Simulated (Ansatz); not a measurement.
A relaxation computed with Ansatz, from input to last step.

```yaml
crystal:
  lattice:
    - [7.8852229175, -2.7315213444, 0.0]
    - [-6.308178334, -5.4630426888, 0.0]
    - [0.0, 0.0, -12.1448340132]
  atoms:
    - { symbol: W, position: [0.0952380952, 0.619047619, 0.25] }
    - { symbol: W, position: [0.380952381, 0.4761904762, 0.25] }
    - { symbol: W, position: [0.9523809524, 0.1904761905, 0.25] }
    - { symbol: W, position: [0.6666666667, 0.3333333333, 0.25] }
    - { symbol: W, position: [0.2380952381, 0.0476190476, 0.25] }
    - { symbol: W, position: [0.8095238095, 0.7619047619, 0.25] }
    - { symbol: W, position: [0.5238095238, 0.9047619048, 0.25] }
    - { symbol: W, position: [0.3333333333, 0.6666666667, 0.75] }
    - { symbol: W, position: [0.619047619, 0.5238095238, 0.75] }
    - { symbol: W, position: [0.1904761905, 0.2380952381, 0.75] }
    - { symbol: W, position: [0.9047619048, 0.380952381, 0.75] }
    - { symbol: W, position: [0.4761904762, 0.0952380952, 0.75] }
    - { symbol: W, position: [0.0476190476, 0.8095238095, 0.75] }
    - { symbol: W, position: [0.7619047619, 0.9523809524, 0.75] }
    - { symbol: S, position: [0.0952380952, 0.619047619, 0.8796577967] }
    - { symbol: S, position: [0.380952381, 0.4761904762, 0.8796577967] }
    - { symbol: S, position: [0.9523809524, 0.1904761905, 0.8796577967] }
    - { symbol: S, position: [0.6666666667, 0.3333333333, 0.8796577967] }
    - { symbol: S, position: [0.2380952381, 0.0476190476, 0.8796577967] }
    - { symbol: S, position: [0.8095238095, 0.7619047619, 0.8796577967] }
    - { symbol: S, position: [0.5238095238, 0.9047619048, 0.8796577967] }
    - { symbol: S, position: [0.3333333333, 0.6666666667, 0.3796577967] }
    - { symbol: S, position: [0.619047619, 0.5238095238, 0.3796577967] }
    - { symbol: S, position: [0.1904761905, 0.2380952381, 0.3796577967] }
    - { symbol: S, position: [0.9047619048, 0.380952381, 0.3796577967] }
    - { symbol: S, position: [0.4761904762, 0.0952380952, 0.3796577967] }
    - { symbol: S, position: [0.0476190476, 0.8095238095, 0.3796577967] }
    - { symbol: S, position: [0.7619047619, 0.9523809524, 0.3796577967] }
    - { symbol: S, position: [0.0952380952, 0.619047619, 0.6203422033] }
    - { symbol: S, position: [0.380952381, 0.4761904762, 0.6203422033] }
    - { symbol: S, position: [0.9523809524, 0.1904761905, 0.6203422033] }
    - { symbol: S, position: [0.6666666667, 0.3333333333, 0.6203422033] }
    - { symbol: S, position: [0.2380952381, 0.0476190476, 0.6203422033] }
    - { symbol: S, position: [0.8095238095, 0.7619047619, 0.6203422033] }
    - { symbol: S, position: [0.5238095238, 0.9047619048, 0.6203422033] }
    - { symbol: S, position: [0.3333333333, 0.6666666667, 0.1203422033] }
    - { symbol: S, position: [0.619047619, 0.5238095238, 0.1203422033] }
    - { symbol: S, position: [0.1904761905, 0.2380952381, 0.1203422033] }
    - { symbol: S, position: [0.9047619048, 0.380952381, 0.1203422033] }
    - { symbol: S, position: [0.4761904762, 0.0952380952, 0.1203422033] }
    - { symbol: S, position: [0.0476190476, 0.8095238095, 0.1203422033] }
    - { symbol: S, position: [0.7619047619, 0.9523809524, 0.1203422033] }
    - { symbol: W, position: [0.0, 0.0, 0.8076923077] }
  host:
    lattice:
      - [3.154089167, 0.0, 0.0]
      - [-1.5770445835, 2.7315213444, 0.0]
      - [0.0, 0.0, 12.1448340132]
    atoms:
      - { symbol: W, position: [0.3333333333, 0.6666666667, 0.75] }
      - { symbol: W, position: [0.6666666667, 0.3333333333, 0.25] }
      - { symbol: S, position: [0.3333333333, 0.6666666667, 0.1203422033] }
      - { symbol: S, position: [0.6666666667, 0.3333333333, 0.6203422033] }
      - { symbol: S, position: [0.3333333333, 0.6666666667, 0.3796577967] }
      - { symbol: S, position: [0.6666666667, 0.3333333333, 0.8796577967] }
basis:
  ecutwfc: 420
  xc_grid: 2
kpoints:
  mp_grid: { grid: [2, 2, 2], shift: [0.0, 0.0, 0.0] }
hamiltonian:
  xc: pbe
  dispersion: d3bj
scf:
  occupations: { method: gaussian, width: 0.01 }
output:
  forces: true
  stress: false
  eigenvalues: true
  charged_corrections:
    defect_position: [0.0, 0.0, 0.80769231]
    epsilon: [[14.17, 0.0, 0.0], [0.0, 14.17, 0.0], [0.0, 0.0, 6.6534]]
  write_density: true
  write_potential: true
  elf: true
  volumetric_format: npy
relax:
  adjacent_minimum: "off"
  f_tol: 0.025
  max_steps: 45
```

```bash
ansatz run input.yaml --threads 4 --pin off --max-ram 6144MiB --backend cpu --events-out ev --progress --plain --runs-dir out
```

Level of theory: DFT PBE+D3(BJ), scalar-relativistic, plane waves, PAW (Ansatz 0.2.0).

The cell holds a point defect: W interstitial, neutral.

Of 18 frames 4 are shown, positions in Å and forces in eV/Å; the SCF threshold varies from step to step. The mark taken_back stands on steps that the optimiser undid.

```xyz
43
Lattice="7.8852 -2.7315 0.0000 -6.3082 -5.4630 0.0000 0.0000 0.0000 -12.1448" Properties=species:S:1:pos:R:3:forces:R:3 pbc="T T T" step=1 free_energy_over_end_meV_per_atom=555.50
W    -3.1541   -3.6420   -3.0362   -0.0189    0.0016    0.0560
W     0.0000   -3.6420   -3.0362    0.0108    0.0156    0.0560
W     6.3082   -3.6420   -3.0362    0.0169    0.0024   -0.0130
W     3.1541   -3.6420   -3.0362    0.0000    0.0000    0.0598
W     1.5770   -0.9105   -3.0362   -0.0106    0.0135   -0.0130
W     1.5770   -6.3735   -3.0362   -0.0064   -0.0159   -0.0130
W    -1.5770   -6.3735   -3.0362    0.0081   -0.0172    0.0560
W    -1.5770   -4.5525   -9.1086    0.0000    0.0000   -0.0610
W     1.5770   -4.5525   -9.1086    0.0066   -0.5251    0.1863
W     0.0000   -1.8210   -9.1086   -0.0265  -23.3453   10.6106
W     4.7311   -4.5525   -9.1086    0.4515    0.2683    0.1863
W     3.1541   -1.8210   -9.1086   -0.4581    0.2568    0.1863
W    -4.7311   -4.5525   -9.1086   20.2309   11.6497   10.6106
W     0.0000   -7.2841   -9.1086  -20.2044   11.6956   10.6106
S    -3.1541   -3.6420  -10.6833    0.2262    0.0884   -0.1636
S     0.0000   -3.6420  -10.6833   -0.0366   -0.2401   -0.1636
S     6.3082   -3.6420  -10.6833   -7.9063   -4.5766   -5.8074
S     3.1541   -3.6420  -10.6833    0.0000    0.0000   -0.1064
S     1.5770   -0.9105  -10.6833    7.9166   -4.5587   -5.8074
S     1.5770   -6.3735  -10.6833   -0.0103    9.1353   -5.8074
S    -1.5770   -6.3735  -10.6833   -0.1896    0.1517   -0.1636
S    -1.5770   -4.5525   -4.6109    0.0000    0.0000   -0.0678
S     1.5770   -4.5525   -4.6109   -0.0075    0.0100   -0.0281
S     0.0000   -1.8210   -4.6109   -0.0023    0.0019   -0.0098
S     4.7311   -4.5525   -4.6109   -0.0049   -0.0115   -0.0281
S     3.1541   -1.8210   -4.6109    0.0125    0.0015   -0.0281
S    -4.7311   -4.5525   -4.6109   -0.0005   -0.0029   -0.0098
S     0.0000   -7.2841   -4.6109    0.0028    0.0010   -0.0098
S    -3.1541   -3.6420   -7.5340    0.2644    0.1566    0.2419
S     0.0000   -3.6420   -7.5340    0.0034   -0.3073    0.2419
S     6.3082   -3.6420   -7.5340   -0.7999   -0.4783    1.3008
S     3.1541   -3.6420   -7.5340    0.0000    0.0000   -0.0901
S     1.5770   -0.9105   -7.5340    0.8141   -0.4536    1.3008
S     1.5770   -6.3735   -7.5340   -0.0143    0.9318    1.3008
S    -1.5770   -6.3735   -7.5340   -0.2678    0.1507    0.2419
S    -1.5770   -4.5525   -1.4615    0.0000    0.0000    0.0082
S     1.5770   -4.5525   -1.4615    0.0064   -0.0200    0.0292
S     0.0000   -1.8210   -1.4615   -0.0028    0.0155    0.0005
S     4.7311   -4.5525   -1.4615    0.0142    0.0155    0.0292
S     3.1541   -1.8210   -1.4615   -0.0205    0.0045    0.0292
S    -4.7311   -4.5525   -1.4615   -0.0121   -0.0101    0.0005
S     0.0000   -7.2841   -1.4615    0.0148   -0.0054    0.0005
W     0.0000    0.0000   -9.8093    0.0000    0.0000  -18.9522
43
Lattice="7.8852 -2.7315 0.0000 -6.3082 -5.4630 0.0000 0.0000 0.0000 -12.1448" Properties=species:S:1:pos:R:3:forces:R:3 pbc="T T T" step=7 free_energy_over_end_meV_per_atom=30.68
W    -3.1584   -3.6449   -3.0592    0.1175    0.0214   -0.0327
W    -0.0003   -3.6369   -3.0592   -0.0402   -0.1125   -0.0327
W     6.3082   -3.6416   -3.0562   -0.0011   -0.0128    0.0700
W     3.1541   -3.6420   -3.0828    0.0000    0.0000   -0.0076
W     1.5767   -0.9107   -3.0562    0.0116    0.0055    0.0700
W     1.5774   -6.3737   -3.0562   -0.0106    0.0073    0.0700
W    -1.5724   -6.3758   -3.0592   -0.0773    0.0910   -0.0327
W    -1.5770   -4.5525   -8.9864    0.0000    0.0000    0.2303
W     1.5371   -4.4739   -8.9515    0.2315   -0.0750    0.1784
W    -0.0453   -1.8711   -9.0189   -0.0567    1.1033    0.0277
W     4.6830   -4.6264   -8.9515   -0.0508    0.2380    0.1784
W     3.2422   -1.8258   -8.9515   -0.1807   -0.1630    0.1784
W    -4.6651   -4.5667   -9.0189   -0.9271   -0.6007    0.0277
W    -0.0207   -7.2198   -9.0189    0.9838   -0.5025    0.0277
S    -3.1435   -3.6711  -10.6025   -0.0314   -0.0914    0.2049
S    -0.0304   -3.6366  -10.6025   -0.0634    0.0729    0.2049
S     5.9268   -3.9097  -10.8497    0.8920    0.3572   -0.1318
S     3.1541   -3.6420  -10.5443    0.0000    0.0000    0.3537
S     1.9995   -1.1070  -10.8497   -0.7554    0.5938   -0.1318
S     1.5359   -5.9094  -10.8497   -0.1366   -0.9511   -0.1318
S    -1.5572   -6.3499  -10.6025    0.0949    0.0185    0.2049
S    -1.5770   -4.5525   -4.6296    0.0000    0.0000    0.1078
S     1.5670   -4.5569   -4.6398    0.0099    0.0321    0.0306
S    -0.0008   -1.8167   -4.6334    0.0033    0.0051    0.0784
S     4.7399   -4.5590   -4.6398   -0.0327   -0.0075    0.0306
S     3.1553   -1.8102   -4.6398    0.0228   -0.0246    0.0306
S    -4.7345   -4.5553   -4.6334   -0.0061    0.0003    0.0784
S     0.0041   -7.2855   -4.6334    0.0028   -0.0054    0.0784
S    -3.1424   -3.6659   -7.3510    0.1881    0.1125   -0.1388
S    -0.0266   -3.6402   -7.3510    0.0033   -0.2192   -0.1388
S     6.2916   -3.6258   -7.4719    0.0204   -0.0093   -0.3194
S     3.1541   -3.6420   -7.3730    0.0000    0.0000    0.0120
S     1.5713   -0.9330   -7.4719   -0.0022    0.0223   -0.3194
S     1.5994   -6.3673   -7.4719   -0.0182   -0.0130   -0.3194
S    -1.5622   -6.3514   -7.3510   -0.1915    0.1067   -0.1388
S    -1.5770   -4.5525   -1.4809    0.0000    0.0000    0.0525
S     1.5825   -4.5387   -1.5014   -0.0047    0.0502    0.0145
S     0.0001   -1.8076   -1.4694    0.0084    0.1315    0.1561
S     4.7164   -4.5547   -1.5014   -0.0411   -0.0292    0.0145
S     3.1633   -1.8327   -1.5014    0.0459   -0.0210    0.0145
S    -4.7428   -4.5592   -1.4694   -0.1180   -0.0585    0.1561
S     0.0116   -7.2908   -1.4694    0.1097   -0.0730    0.1561
W     0.0000    0.0000  -10.9390    0.0000    0.0000   -1.1615
43
Lattice="7.8852 -2.7315 0.0000 -6.3082 -5.4630 0.0000 0.0000 0.0000 -12.1448" Properties=species:S:1:pos:R:3:forces:R:3 pbc="T T T" step=12 free_energy_over_end_meV_per_atom=11.70 taken_back
W    -3.1733   -3.6589   -2.9714   -0.0040   -0.1068   -0.1981
W    -0.0050   -3.6169   -2.9714   -0.0905    0.0569   -0.1981
W     6.2878   -3.6621   -3.0669    0.3268    0.2320    0.3916
W     3.1541   -3.6420   -3.0313    0.0000    0.0000    0.0735
W     1.6046   -0.9181   -3.0669   -0.3643    0.1671    0.3916
W     1.5699   -6.3459   -3.0669    0.0375   -0.3990    0.3916
W    -1.5528   -6.3817   -2.9714    0.0945    0.0499   -0.1981
W    -1.5770   -4.5525   -9.0285    0.0000    0.0000    0.0907
W     1.5790   -4.5055   -8.9483    0.1078    0.1053   -0.0883
W    -0.0090   -1.7842   -9.1133    0.1149    0.2012    0.4609
W     4.6894   -4.5743   -8.9483   -0.1451    0.0408   -0.0883
W     3.1938   -1.8462   -8.9483    0.0372   -0.1460   -0.0883
W    -4.7585   -4.5787   -9.1133   -0.2317   -0.0011    0.4609
W     0.0364   -7.2947   -9.1133    0.1168   -0.2001    0.4609
S    -3.1514   -3.6286  -10.6076   -0.1575   -0.2304    0.0083
S     0.0103   -3.6511  -10.6076   -0.1208    0.2516    0.0083
S     6.0726   -3.7983  -10.7564   -0.2673   -0.0728    0.0759
S     3.1541   -3.6420  -10.5524    0.0000    0.0000    0.0678
S     1.8302   -1.0364  -10.7564    0.1967   -0.1951    0.0759
S     1.5595   -6.0914  -10.7564    0.0706    0.2679    0.0759
S    -1.5900   -6.3780  -10.6076    0.2783   -0.0212    0.0083
S    -1.5770   -4.5525   -4.5343    0.0000    0.0000    0.0414
S     1.5462   -4.5096   -4.6013   -0.0051    0.0768    0.0059
S     0.0009   -1.8401   -4.6115    0.0065    0.0235    0.1086
S     4.7093   -4.6007   -4.6013   -0.0640   -0.0429    0.0059
S     3.2067   -1.8158   -4.6013    0.0691   -0.0340    0.0059
S    -4.7151   -4.5422   -4.6115   -0.0236   -0.0062    0.1086
S    -0.0170   -7.2753   -4.6115    0.0171   -0.0173    0.1086
S    -3.1891   -3.6975   -7.4619    0.2308   -0.0225    0.0538
S    -0.0305   -3.5840   -7.4619   -0.1349   -0.1886    0.0538
S     6.3236   -3.6299   -7.4859    0.1983    0.0661   -0.2335
S     3.1541   -3.6420   -7.3645    0.0000    0.0000   -0.0218
S     1.5588   -0.9032   -7.4859   -0.1564    0.1387   -0.2335
S     1.5798   -6.3930   -7.4859   -0.0419   -0.2047   -0.2335
S    -1.5115   -6.3762   -7.4619   -0.0959    0.2112    0.0538
S    -1.5770   -4.5525   -1.3905    0.0000    0.0000    0.0077
S     1.5783   -4.5332   -1.4403    0.0421   -0.0571   -0.0439
S     0.0072   -1.6265   -1.4340   -0.0387   -1.6124   -0.0446
S     4.7138   -4.5611   -1.4403    0.0284    0.0650   -0.0439
S     3.1702   -1.8318   -1.4403   -0.0705   -0.0080   -0.0439
S    -4.9032   -4.6436   -1.4340    1.4157    0.7727   -0.0446
S     0.1649   -7.3875   -1.4340   -1.3770    0.8397   -0.0446
W     0.0000    0.0000  -11.4535    0.0000    0.0000   -1.7492
43
Lattice="7.8852 -2.7315 0.0000 -6.3082 -5.4630 0.0000 0.0000 0.0000 -12.1448" Properties=species:S:1:pos:R:3:forces:R:3 pbc="T T T" step=18 free_energy_over_end_meV_per_atom=0.00
W    -3.1528   -3.6423   -2.9952   -0.0013    0.0040   -0.0006
W    -0.0009   -3.6430   -2.9952    0.0041   -0.0009   -0.0006
W     6.3034   -3.6450   -3.0201    0.0035   -0.0027    0.0028
W     3.1541   -3.6420   -3.0166    0.0000    0.0000   -0.0097
W     1.5820   -0.9131   -3.0201    0.0006    0.0044    0.0028
W     1.5768   -6.3680   -3.0201   -0.0041   -0.0016    0.0028
W    -1.5774   -6.3723   -2.9952   -0.0028   -0.0031   -0.0006
W    -1.5770   -4.5525   -9.0319    0.0000    0.0000   -0.0027
W     1.5690   -4.5023   -8.9740   -0.0119    0.0049    0.0118
W     0.0103   -1.7519   -9.0943    0.0094   -0.0052   -0.0018
W     4.6916   -4.5846   -8.9740    0.0017   -0.0127    0.0118
W     3.2016   -1.8392   -8.9740    0.0101    0.0078    0.0118
W    -4.7962   -4.5782   -9.0943   -0.0002    0.0107   -0.0018
W     0.0547   -7.3276   -9.0943   -0.0092   -0.0055   -0.0018
S    -3.1770   -3.6646  -10.6028    0.0041   -0.0038    0.0008
S    -0.0081   -3.6109  -10.6028   -0.0053   -0.0016    0.0008
S     6.0324   -3.7206  -10.7795   -0.0084   -0.0142    0.0009
S     3.1541   -3.6420  -10.5653    0.0000    0.0000   -0.0016
S     1.7830   -1.1101  -10.7795    0.0165   -0.0002    0.0009
S     1.6469   -6.0954  -10.7795   -0.0081    0.0144    0.0009
S    -1.5460   -6.3821  -10.6028    0.0012    0.0054    0.0008
S    -1.5770   -4.5525   -4.5679    0.0000    0.0000   -0.0002
S     1.5664   -4.5416   -4.5880   -0.0020   -0.0020   -0.0023
S    -0.0011   -1.8277   -4.5827   -0.0009   -0.0037    0.0000
S     4.7270   -4.5672   -4.5880    0.0027   -0.0007   -0.0023
S     3.1689   -1.8173   -4.5880   -0.0007    0.0027   -0.0023
S    -4.7248   -4.5501   -4.5827    0.0037    0.0011    0.0000
S    -0.0053   -7.2797   -4.5827   -0.0028    0.0027    0.0000
S    -3.1785   -3.7051   -7.4696    0.0005   -0.0050   -0.0008
S    -0.0424   -3.5893   -7.4696   -0.0046    0.0021   -0.0008
S     6.3276   -3.6395   -7.4899   -0.0025   -0.0014   -0.0025
S     3.1541   -3.6420   -7.3885    0.0000    0.0000   -0.0046
S     1.5652   -0.8949   -7.4899    0.0025   -0.0015   -0.0025
S     1.5695   -6.3916   -7.4899    0.0001    0.0029   -0.0025
S    -1.5102   -6.3631   -7.4696    0.0041    0.0029   -0.0008
S    -1.5770   -4.5525   -1.4126    0.0000    0.0000   -0.0071
S     1.5814   -4.5463   -1.4319    0.0026   -0.0001    0.0052
S    -0.0002   -1.7648   -1.4156   -0.0001   -0.0018    0.0030
S     4.7236   -4.5519   -1.4319   -0.0013    0.0023    0.0052
S     3.1573   -1.8279   -1.4319   -0.0014   -0.0022    0.0052
S    -4.7797   -4.5808   -1.4156    0.0016    0.0008    0.0030
S     0.0488   -7.3120   -1.4156   -0.0015    0.0010    0.0030
W     0.0000    0.0000  -11.5372    0.0000    0.0000   -0.0231
```

The run took 10 min on 4 threads of Arm Neoverse N1 (shared host), peak memory 3.2 GiB.

Spin–orbit coupling is left out, which can shift energies with elements as heavy as these.